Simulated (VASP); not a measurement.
Here is a VASP 6.6.1 calculation.

The input POSCAR:

```
KTaO3
1.0
    3.9883000000      0.0000000000      0.0000000000
    0.0000000000      3.9883000000      0.0000000000
    0.0000000000      0.0000000000      3.9883000000
K Ta O
1 1 3
Direct
    0.5000000000      0.5000000000      0.5000000000
    0.0000000000      0.0000000000      0.0000000000
    0.5000000000      0.0000000000      0.0000000000
    0.0000000000      0.5000000000      0.0000000000
    0.0000000000      0.0000000000      0.5000000000
```

The input INCAR.step1:

```
SYSTEM = KTaO3
PREC = Accurate
ENCUT = 520
EDIFF = 1E-6
ISMEAR = 0
SIGMA = 0.02
LREAL = .FALSE.
LASPH = .TRUE.
NELM = 100
ALGO = Normal
ISIF = 2
LWAVE = .FALSE.
LCHARG = .TRUE.
MAGMOM = 0 0 0 0 0 0 0 0 0 0 0 0 0 0 0
LORBIT = 11
LSORBIT = .TRUE.
GGA_COMPAT = .FALSE.
LMAXMIX = 4
GGA = PE
```

The input KPOINTS.step1:

```
regular mesh
0
G
  8 8 8
  0 0 0
```

File INCAR.step2:

```
SYSTEM = KTaO3
PREC = Accurate
ENCUT = 520
EDIFF = 1E-6
ISMEAR = 0
SIGMA = 0.05
LREAL = .FALSE.
LASPH = .TRUE.
NELM = 100
ALGO = Normal
ISIF = 2
LWAVE = .FALSE.
LCHARG = .FALSE.
MAGMOM = 0 0 0 0 0 0 0 0 0 0 0 0 0 0 0
LORBIT = 11
LSORBIT = .TRUE.
GGA_COMPAT = .FALSE.
LMAXMIX = 4
GGA = PE
ICHARG = 11
```

KPOINTS.step2

```
path GXMGRX,MR
10
line-mode
reciprocal
 0.0000000000  0.0000000000  0.0000000000  G
 0.0000000000  0.5000000000  0.0000000000  X

 0.0000000000  0.5000000000  0.0000000000  X
 0.5000000000  0.5000000000  0.0000000000  M

 0.5000000000  0.5000000000  0.0000000000  M
 0.0000000000  0.0000000000  0.0000000000  G

 0.0000000000  0.0000000000  0.0000000000  G
 0.5000000000  0.5000000000  0.5000000000  R

 0.5000000000  0.5000000000  0.5000000000  R
 0.0000000000  0.5000000000  0.0000000000  X

 0.5000000000  0.5000000000  0.0000000000  M
 0.5000000000  0.5000000000  0.5000000000  R
```

Potentials or basis: VASP PAW PBE potentials, release 64 (K_sv, Ta_pv, O).

Run with:

```sh
$ cat potpaw_PBE.64/K_sv/POTCAR potpaw_PBE.64/Ta_pv/POTCAR potpaw_PBE.64/O/POTCAR > POTCAR
$ cp INCAR.step1 INCAR
$ cp KPOINTS.step1 KPOINTS
$ mpirun -np 1 vasp_ncl > vasp.out
$ cp INCAR.step2 INCAR
$ cp KPOINTS.step2 KPOINTS
$ mpirun -np 1 vasp_ncl > vasp.out
```

(1) What does it give for the net moment?

## Answers

(1) 0.00 μB per cell.
